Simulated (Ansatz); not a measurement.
# TaN (Fm-3m): one cell under locks on the spin

What does it cost to force the spins of TaN (Fm-3m) into other sizes and orders? Cell and atoms stay fixed.

Computed with Ansatz 0.2.0 (DFT r²SCAN+U (U_eff = 3 eV on Ta d), plane waves, PAW, no spin–orbit coupling unless a run says so, unless a step's input says otherwise).

**1. Starting point**

The structure is cubic, space group Fm-3m (No. 225). Conventional cell: a = 4.358 Å, b = 4.358 Å, c = 4.358 Å, α = 90.00°, β = 90.00°, γ = 90.00°. Ta (site symmetry m-3m) has 6 N at 2.18 Å in its first shell of neighbours. N (site symmetry m-3m) is surrounded by 6 Ta at 2.18 Å.

Coordinates:

```
CELL_PARAMETERS angstrom
0.00000 2.17900 2.17900
2.17900 0.00000 2.17900
2.17900 2.17900 0.00000
ATOMIC_POSITIONS crystal
Ta 0.50000 0.50000 0.50000
N 0.00000 0.00000 0.00000
```

The runs: ferromagnetic start, free, symmetry kept, no search; ferromagnetic start, free, natural orbitals of the symmetric run filled by rank; ferromagnetic start, free, default search; total moment locked at zero, no site moments, 0.00 μB per cell; total moment locked, 1.80 μB per cell.

**2. Ferromagnetic start, free, symmetry kept, no search**

input.yaml

```yaml
crystal:
  lattice:
    - [0.0, 2.17900131, 2.17900131]
    - [2.17900131, 0.0, 2.17900131]
    - [2.17900131, 2.17900131, 0.0]
  atoms:
    - { symbol: Ta, position: [0.5, 0.5, 0.5], spin: 2.0 }
    - { symbol: "N", position: [0.0, 0.0, 0.0] }
basis:
  ecutwfc: 500
  ecutrho_ratio: 4
kpoints:
  mp_grid: { grid: [7, 7, 7] }
hamiltonian:
  xc: r2scan
  hubbard: { sites: [{ site: 0, l: d, u_eff: 3.0 }] }
scf:
  occupations: { method: gaussian, width: 0.05 }
  lower_state_search: "off"
  max_iter: 150
output:
  forces: true
  stress: true
  eigenvalues: true
  populations: true
  hubbard: { sites: [{ site: 0, l: d }] }
magnetization:
  spin_polarized: true
```

Run with:

```console
> ansatz run input.yaml --threads 2 --pin off --max-ram 3072MiB --backend cpu --events-out ev --progress --plain --runs-dir out
```

Output (excerpt; [...] marks lines left out):

```text
Warning: RAYON_NUM_THREADS=2 ignored (pool sized by the plan → 2); use --threads N
Ta: projections on atomic orbitals take those of the free atom [Kr 4d10 4f14] 5s2 5p6 5d3 6s2, of charge +0.00 (hamiltonian.pseudopotentials.projection_atoms); the dataset's partial waves leave at most 6.0e-5 of an orbital's norm unspanned inside its sphere
N: projections on atomic orbitals take those of the free atom [He] 2s2 2p3, of charge +0.00 (hamiltonian.pseudopotentials.projection_atoms); the dataset's partial waves leave at most 9.3e-9 of an orbital's norm unspanned inside its sphere
[...]
Pseudopotentials: kind: paw
Pseudopotential: Ta, paw, valence charge 13, recommended cutoff 500 eV (meta_gga), Ta.paw.azcp
Pseudopotential: N, paw, valence charge 5, recommended cutoff 500 eV (meta_gga), N.paw.azcp
Functional definition: r2SCAN
[...]
Crystal: 2 atoms, lattice volume = 20.692 Å³
Basis set: ecut = 500 eV, 531 PW (Γ), exchange–correlation on 96×96×96 points (64 copies of the dense FFT grid, shifted against one another)
Bands: 14, of which v1, the nominal top of the filled ones, is band 9 counted from 1 (8 counted from 0)
Symmetry: 48 space group operations
Space group: Fm-3m (ITA 225), of the structure as read, at distance tolerance 2.7e-5 Å
Magnetic group: BNS 225.116 (UNI 1618), of the structure as read, at distance tolerance 2.7e-5 Å
k-points: 20 of 343
[...]
Starting moments: Σ|m| = 2 μB on 1 of 2 sites
[...]
Spin contamination: 0.0002 ħ² per cell (⟨S²⟩ above its minimum at these occupations)
Per-site moments (μB) at R_I (Å): [(0.06847963575116633, 0.898838040375), (0.011792033007304, 0.898838040375)]
Free energy (F): -10327.603910 eV
[...]
E sigma→0 (E₀):  -10327.603255 eV
Entropy (-TS):   -0.001309 eV (-0.654 meV/atom)
Fermi energy:    22.520868 eV
[...]
--- Forces (eV/Å), atoms counted from 1 ---
  atom   1  Ta     0.00000000    -0.00000000     0.00000000
  atom   2  N     -0.00000000     0.00000000    -0.00000000
[...]
--- Stress (GPa, compression-positive) ---
       12.458176      -0.000000       0.000000
       -0.000000      12.458176       0.000000
        0.000000      -0.000000      12.458176
  P = ⅓ Tr σ = 12.4582 GPa (124.582 kbar)
--- Band table (eV; the first three rows and the last of 40) ---
  k-point 0 ↑: bands = ["-49.2036", "-14.7772", "-14.7772", "-14.7772", "2.2931", "18.3251", "18.3251", "18.3251", "20.1891", "20.1891", "20.1891", "23.1380", "23.1380", "24.3956"]
[...]
Occupation matrices written to <dir>
--- Löwdin populations: 2 sites ---
  site symbol       q [e]    m [muB]
     0     Ta     12.1303     0.1409
     1      N      5.7906     0.0081
  spilling = 0.004394 (of n_electrons = 18.000000)
--- Occupation matrices: 1 shell (run DFT+U table (all-electron-ortho-atomic); ε = 7.21e-5) ---
  Ta0 d_5D: site group Oh (m-3m)
  Ta0 d_5D up     Tr n = 1.9408  λ = 0.293 0.293 0.452 0.452 0.452  [2× z2 0.50 (Eg 1.00) Eg(1.00) | 3× xz 0.33 (T2g 1.00) T2g(1.00)]
  Ta0 d_5D dn     Tr n = 1.8031  λ = 0.290 0.290 0.408 0.408 0.408  [2× z2 0.50 (Eg 1.00) Eg(1.00) | 3× xz 0.33 (T2g 1.00) T2g(1.00)]
  Tr n, λ and their labels are of the run-group-symmetrised matrices; stabiliser: 48 of 96 elements of G0×{1,Θ} (closed), max defect 1.3e-15 at τ = 1.5e-5
```

It took 3.2 s on 2 threads of Arm Neoverse V2, shared host; peak memory 0.35 GiB.

It ends with no gap, pressure 12.5 GPa, moments in spheres Ta 0.07 μB, largest force component 0.00 eV/Å, 48 symmetry operations imposed.

How the shells are filled (orbitals counted by the eigenvalues of the occupation matrices):

```
         shell  channel  electrons  over 0.8  0.2 to 0.8  under 0.2
Ta 5d (atom 1)       up       1.94         0           5          0
Ta 5d (atom 1)     down       1.80         0           5          0
```

**3. Ferromagnetic start, free, natural orbitals of the symmetric run filled by rank**

Changes to input.yaml since step 2:

```diff
@@ -15,3 +15,21 @@
   xc: r2scan
-  hubbard: { sites: [{ site: 0, l: d, u_eff: 3.0 }] }
+  hubbard:
+    sites:
+      - { site: 0, l: d, u_eff: 3.0, starting_ns: [{ spin: up, occupation_matrix: s0up }, { spin: down, occupation_matrix: s0down }] }
+    occupation_matrices:
+      s0up:
+        matrix:
+          - [0.02, 0.0, 0.0, 0.0, 0.0]
+          - [0.0, 0.02, 0.0, 0.0, 0.0]
+          - [0.0, 0.0, 0.97, 0.0, 0.0]
+          - [0.0, 0.0, 0.0, 0.02, 0.0]
+          - [0.0, 0.0, 0.0, 0.0, 0.97]
+      s0down:
+        matrix:
+          - [0.02, 0.0, 0.0, 0.0, 0.0]
+          - [0.0, 0.02, 0.0, 0.0, 0.0]
+          - [0.0, 0.0, 0.02, 0.0, 0.0]
+          - [0.0, 0.0, 0.0, 0.02, 0.0]
+          - [0.0, 0.0, 0.0, 0.0, 0.02]
+    ns_hold: { iters: 10 }
 scf:
@@ -26,2 +44,6 @@
   hubbard: { sites: [{ site: 0, l: d }] }
+  write_density: true
+  write_potential: true
+  elf: true
+  volumetric_format: npy
 magnetization:
```

The typed matrices put 0.97 on the chosen orbitals and 0.02 on the others, and are held for 10 cycles.

Run with:

```console
> ansatz run input.yaml --threads 2 --pin off --max-ram 3072MiB --backend cpu --events-out ev --progress --plain --runs-dir out
```

Output (excerpt; [...] marks lines left out):

```text
Warning: crystal.symmetry: narrowed to the stabiliser of the occupation matrices — unitary ops 48 → 16; lowered by the specified shell (site 0, l: d); largest admitted image defect 4.4e-16, smallest excluded 9.5e-1 — at a splitting's scale: the group the occupation matrices' own texture admits
Warning: RAYON_NUM_THREADS=2 ignored (pool sized by the plan → 2); use --threads N
Ta: projections on atomic orbitals take those of the free atom [Kr 4d10 4f14] 5s2 5p6 5d3 6s2, of charge +0.00 (hamiltonian.pseudopotentials.projection_atoms); the dataset's partial waves leave at most 6.0e-5 of an orbital's norm unspanned inside its sphere
N: projections on atomic orbitals take those of the free atom [He] 2s2 2p3, of charge +0.00 (hamiltonian.pseudopotentials.projection_atoms); the dataset's partial waves leave at most 9.3e-9 of an orbital's norm unspanned inside its sphere
[...]
[... 4 set-up lines as earlier in the session ...]
[...]
Crystal: 2 atoms, lattice volume = 20.692 Å³
[...]
WARN: hamiltonian.hubbard: on 1 of 2 specified blocks the occupation matrix of this SCF's result fails the test of the specified filling. At site 0 ↑ (sites count from 0 in the list of atoms of the cell that this SCF solves) the least filled combination of the orbitals specified full has [...]
        0.000000       0.000000      12.344557
  P = ⅓ Tr σ = 12.4619 GPa (124.619 kbar)
--- Band table (eV; the first three rows and the last of 80) ---
  k-point 0 ↑: bands = ["-49.2026", "-14.7777", "-14.7777", "-14.7740", "2.2930", "18.3230", "18.3230", "18.3288", "20.1648", "20.1648", "20.2349", "23.1271", "23.1500", "24.3964"]
[...]
Occupation matrices written to <dir>
--- Löwdin populations: 2 sites ---
  site symbol       q [e]    m [muB]
     0     Ta     12.1305     0.1416
     1      N      5.7904     0.0075
  spilling = 0.004392 (of n_electrons = 18.000000)
--- Occupation matrices: 1 shell (run DFT+U table (all-electron-ortho-atomic); ε = 9.97e-4) ---
  Ta0 d_5D: site group Oh (m-3m)
  Ta0 d_5D up     Tr n = 1.9413  λ = 0.292 0.293 0.442 0.457 0.457  [2× z2 0.50 (Eg 1.00) Eg(1.00) | xz 1.00 (T2g 1.00) T2g(1.00) | 2× yz 0.50 (T2g 1.00) T2g(1.00)]
  Ta0 d_5D dn     Tr n = 1.8029  λ = 0.290 0.290 0.408 0.408 0.408  [2× z2 0.50 (Eg 1.00) Eg(1.00) | 3× xz 0.33 (T2g 1.00) T2g(1.00)]
  specified occupation → Ta0 d_5D up: matrix, ‖Δ‖_F = 0.9235, Tr Δ = +0.0587, displaced = 0.9966, d_λ = 0.9235; orbital distance = 0.0000
  specified occupation → Ta0 d_5D dn: matrix, ‖Δ‖_F = 0.7725, Tr Δ = -1.7029, displaced = 0.8514, d_λ = 0.7725; orbital distance = 0.0000
  Tr n, λ and their labels are of the run-group-symmetrised matrices; stabiliser: 16 of 96 elements of G0×{1,Θ} (closed), max defect 1.0e-15 at τ = 2.1e-4
```

It took 7 s on 2 threads of Arm Neoverse V2, shared host; peak memory 0.37 GiB.

It ends with no gap, pressure 12.5 GPa, moments in spheres Ta 0.07 μB, largest force component 0.00 eV/Å, 16 symmetry operations imposed. The program reports that the typed filling wasn't kept.

The shells' filling, with natural orbitals sorted by occupation:

```
         shell  channel  electrons  over 0.8  0.2 to 0.8  under 0.2
Ta 5d (atom 1)       up       1.94         0           5          0
Ta 5d (atom 1)     down       1.80         0           5          0
```

Axes a, b and c in the maps are those of this run's conventional cell (a, b, c = 4.358, 4.358, 4.358 Å).

Density in a lattice plane of the grid's cell (edges 4.36 and 4.36 Å, at 0.000 of the third edge), which holds Ta and N.

Ten even steps from '0' (0.25 e/Å³) to '9' (4.37 e/Å³):
```
776310014799899741001367
653210012589998521001235
321100001245654210000112
110000000012221000000001
000000000000000000000000
221000000001110000000012
654210000112321100001245
998521001235653210012589
899741001367776310014799
689841012468786421014898
899741001367776310014799
998521001235653210012589
654210000112321100001245
221000000001110000000012
000000000000000000000000
110000000012221000000001
321100001245654210000112
653210012589998521001235
776310014799899741001367
786421014898689841012468
```
Columns run along the first of these edges and rows up along the second, over one cell in 24 and 20 even steps from the bottom left corner. Atoms in the plane (fractional): Ta at (0.00, 0.50), Ta at (0.50, 0.00), N at (0.00, 0.00), N at (0.50, 0.50).

ELF in the same plane.

Values, 12 rows by 12 columns:
```
0.54 0.75 0.70 0.20 0.49 0.70 0.47 0.70 0.49 0.20 0.70 0.75
0.75 0.70 0.50 0.20 0.23 0.49 0.53 0.49 0.23 0.20 0.50 0.70
0.21 0.20 0.20 0.20 0.20 0.20 0.21 0.20 0.20 0.20 0.20 0.20
0.53 0.49 0.23 0.20 0.50 0.70 0.75 0.70 0.50 0.20 0.23 0.49
0.47 0.70 0.49 0.20 0.70 0.75 0.54 0.75 0.70 0.20 0.49 0.70
0.00 0.47 0.53 0.21 0.75 0.54 0.00 0.54 0.75 0.21 0.53 0.47
0.47 0.70 0.49 0.20 0.70 0.75 0.54 0.75 0.70 0.20 0.49 0.70
0.53 0.49 0.23 0.20 0.50 0.70 0.75 0.70 0.50 0.20 0.23 0.49
0.21 0.20 0.20 0.20 0.20 0.20 0.21 0.20 0.20 0.20 0.20 0.20
0.75 0.70 0.50 0.20 0.23 0.49 0.53 0.49 0.23 0.20 0.50 0.70
0.54 0.75 0.70 0.20 0.49 0.70 0.47 0.70 0.49 0.20 0.70 0.75
0.00 0.54 0.75 0.21 0.53 0.47 0.00 0.47 0.53 0.21 0.75 0.54
```
Columns run along the first of these edges and rows up along the second, over one cell in 12 and 12 even steps from the bottom left corner. Atoms in the plane (fractional): Ta at (0.00, 0.50), Ta at (0.50, 0.00), N at (0.00, 0.00), N at (0.50, 0.50).

Both are smooth fields of the valence electrons: close to the nuclei they are not physical.

Spin density (up less down) in a lattice plane of the grid's cell (edges 4.36 and 4.36 Å, at 0.000 of the third edge), which holds Ta and N.

Ten even steps from '0' (0.00 e/Å³) to '9' (0.02 e/Å³):
```
553100013565456531000134
331000136995259963100013
110000236873037863200001
000001234431013443210000
001122122110001122122110
013443210000000001234431
037863200001110000236873
259963100013331000136995
456531000135543100013565
543100000245554200000134
456531000134553100013565
259963100013331000136995
037863200001110000236873
013443210000000001234431
001122122110001122122110
000001234431013443210000
110000236873037863200001
331000136995259963100013
543100013565456531000135
554200000134543100000245
```
Columns run along the first of these edges and rows up along the second, over one cell in 24 and 20 even steps from the bottom left corner. Atoms in the plane (fractional): Ta at (0.00, 0.50), Ta at (0.50, 0.00), N at (0.00, 0.00), N at (0.50, 0.50).

Outside the cores ELF peaks at 0.80 in the shell around N, 0.6 Å from N.

**4. Ferromagnetic start, free, default search**

input.yaml

```yaml
crystal:
  lattice:
    - [0.0, 2.17900131, 2.17900131]
    - [2.17900131, 0.0, 2.17900131]
    - [2.17900131, 2.17900131, 0.0]
  atoms:
    - { symbol: Ta, position: [0.5, 0.5, 0.5], spin: 2.0 }
    - { symbol: "N", position: [0.0, 0.0, 0.0] }
basis:
  ecutwfc: 500
  ecutrho_ratio: 4
kpoints:
  mp_grid: { grid: [7, 7, 7] }
hamiltonian:
  xc: r2scan
  hubbard: { sites: [{ site: 0, l: d, u_eff: 3.0 }] }
scf:
  occupations: { method: gaussian, width: 0.05 }
output:
  forces: true
  stress: true
  eigenvalues: true
  populations: true
  hubbard: { sites: [{ site: 0, l: d }] }
magnetization:
  spin_polarized: true
```

Run with:

```console
> ansatz run input.yaml --threads 2 --pin off --max-ram 3072MiB --backend cpu --events-out ev --progress --plain --runs-dir out
```

Output (excerpt; [...] marks lines left out):

```text
Warning: RAYON_NUM_THREADS=2 ignored (pool sized by the plan → 2); use --threads N
Ta: projections on atomic orbitals take those of the free atom [Kr 4d10 4f14] 5s2 5p6 5d3 6s2, of charge +0.00 (hamiltonian.pseudopotentials.projection_atoms); the dataset's partial waves leave at most 6.0e-5 of an orbital's norm unspanned inside its sphere
N: projections on atomic orbitals take those of the free atom [He] 2s2 2p3, of charge +0.00 (hamiltonian.pseudopotentials.projection_atoms); the dataset's partial waves leave at most 9.3e-9 of an orbital's norm unspanned inside its sphere
[...]
[... 4 set-up lines as earlier in the session ...]
[...]
Crystal: 2 atoms, lattice volume = 20.692 Å³
[...]
        0.000000       0.000000      12.458176
  P = ⅓ Tr σ = 12.4582 GPa (124.582 kbar)
--- Band table (eV; the first three rows and the last of 40) ---
  k-point 0 ↑: bands = ["-49.2036", "-14.7772", "-14.7772", "-14.7772", "2.2931", "18.3251", "18.3251", "18.3251", "20.1891", "20.1891", "20.1891", "23.1380", "23.1380", "24.3956"]
[...]
Occupation matrices written to <dir>
--- Löwdin populations: 2 sites ---
  site symbol       q [e]    m [muB]
     0     Ta     12.1303     0.1409
     1      N      5.7906     0.0081
  spilling = 0.004394 (of n_electrons = 18.000000)
--- Occupation matrices: 1 shell (run DFT+U table (all-electron-ortho-atomic); ε = 7.20e-5) ---
  Ta0 d_5D: site group Oh (m-3m)
  Ta0 d_5D up     Tr n = 1.9408  λ = 0.293 0.293 0.452 0.452 0.452  [2× z2 0.50 (Eg 1.00) Eg(1.00) | 3× xz 0.33 (T2g 1.00) T2g(1.00)]
  Ta0 d_5D dn     Tr n = 1.8031  λ = 0.290 0.290 0.408 0.408 0.408  [2× z2 0.50 (Eg 1.00) Eg(1.00) | 3× xz 0.33 (T2g 1.00) T2g(1.00)]
  Tr n, λ and their labels are of the run-group-symmetrised matrices; stabiliser: 48 of 96 elements of G0×{1,Θ} (closed), max defect 1.3e-15 at τ = 1.5e-5
```

Run time: 54 s. Hardware: 2 threads of Arm Neoverse V2, shared host; peak memory 0.52 GiB.

Result: no gap, pressure 12.5 GPa, moments in spheres Ta 0.07 μB, largest force component 0.00 eV/Å, 48 symmetry operations imposed.

How the shells are filled (orbitals counted by the eigenvalues of the occupation matrices):

```
         shell  channel  electrons  over 0.8  0.2 to 0.8  under 0.2
Ta 5d (atom 1)       up       1.94         0           5          0
Ta 5d (atom 1)     down       1.80         0           5          0
```

**5. Total moment locked at zero, no site moments, 0.00 μB per cell**

Changes to input.yaml since step 4:

```diff
@@ -6,3 +6,3 @@
   atoms:
-    - { symbol: Ta, position: [0.5, 0.5, 0.5], spin: 2.0 }
+    - { symbol: Ta, position: [0.5, 0.5, 0.5] }
     - { symbol: "N", position: [0.0, 0.0, 0.0] }
@@ -18,2 +18,4 @@
   occupations: { method: gaussian, width: 0.05 }
+  lower_state_search: "off"
+  max_iter: 150
 output:
@@ -26 +28,3 @@
   spin_polarized: true
+  initial_magnetization: 0.0
+  spin_locking: { lock_magnetization: hard }
```

The lock stays on to the end, so the result is a constrained state unless its moments die out.

Run with:

```console
> ansatz run input.yaml --threads 2 --pin off --max-ram 3072MiB --backend cpu --events-out ev --progress --plain --runs-dir out
```

Output (excerpt; [...] marks lines left out):

```text
Warning: output.stress: scf.convergence.dr2_threshold = 1e-7 eV (the SCF's general default) is looser than the 2e-10 eV advised for a printed stress (1e-10 eV for each atom of the cell: 2). What an SCF threshold leaves in a stress goes as its square root, and in the free energy as the [...]
Warning: RAYON_NUM_THREADS=2 ignored (pool sized by the plan → 2); use --threads N
Ta: projections on atomic orbitals take those of the free atom [Kr 4d10 4f14] 5s2 5p6 5d3 6s2, of charge +0.00 (hamiltonian.pseudopotentials.projection_atoms); the dataset's partial waves leave at most 6.0e-5 of an orbital's norm unspanned inside its sphere
N: projections on atomic orbitals take those of the free atom [He] 2s2 2p3, of charge +0.00 (hamiltonian.pseudopotentials.projection_atoms); the dataset's partial waves leave at most 9.3e-9 of an orbital's norm unspanned inside its sphere
[...]
[... 2 set-up lines as earlier in the session ...]
[...]
--- Stress (GPa, compression-positive) ---
       12.339437       0.000000       0.000000
        0.000000      12.339437       0.000000
       -0.000000      -0.000000      12.339437
  P = ⅓ Tr σ = 12.3394 GPa (123.394 kbar)
--- Band table (eV; the first three rows and the last of 40) ---
  k-point 0 ↑: bands = ["-49.2153", "-14.7697", "-14.7697", "-14.7697", "2.3279", "18.3617", "18.3617", "18.3617", "20.3405", "20.3405", "20.3405", "23.1528", "23.1528", "24.4572", "32.0190", "47.5199", "47.5199"]
[...]
Occupation matrices written to <dir>
--- Löwdin populations: 2 sites ---
  site symbol       q [e]    m [muB]
     0     Ta     12.1226     0.0000
     1      N      5.7966     0.0000
  spilling = 0.004489 (of n_electrons = 18.000000)
--- Occupation matrices: 1 shell (run DFT+U table (all-electron-ortho-atomic); ε = 4.34e-3) ---
  Ta0 d_5D: site group Oh (m-3m)
  Ta0 d_5D up     Tr n = 1.8663  λ = 0.293 0.293 0.427 0.427 0.427  [2× z2 0.50 (Eg 1.00) Eg(1.00) | 3× xz 0.33 (T2g 1.00) T2g(1.00)]
  Ta0 d_5D dn     Tr n = 1.8663  λ = 0.293 0.293 0.427 0.427 0.427  [2× z2 0.50 (Eg 1.00) Eg(1.00) | 3× xz 0.33 (T2g 1.00) T2g(1.00)]
  Tr n, λ and their labels are of the run-group-symmetrised matrices; stabiliser: 96 of 96 elements of G0×{1,Θ} (closed), max defect 1.2e-15 at τ = 9.2e-4
```

It took 1.5 s on 2 threads of Arm Neoverse V2, shared host; peak memory 0.34 GiB.

It ends with no gap, pressure 12.3 GPa, no moment over 0.05 μB in any sphere, largest force component 0.00 eV/Å, 48 symmetry operations imposed.

How the shells are filled (orbitals counted by the eigenvalues of the occupation matrices):

```
         shell  channel  electrons  over 0.8  0.2 to 0.8  under 0.2
Ta 5d (atom 1)       up       1.87         0           5          0
Ta 5d (atom 1)     down       1.87         0           5          0
```

(Part 1 of 2 ends here.)
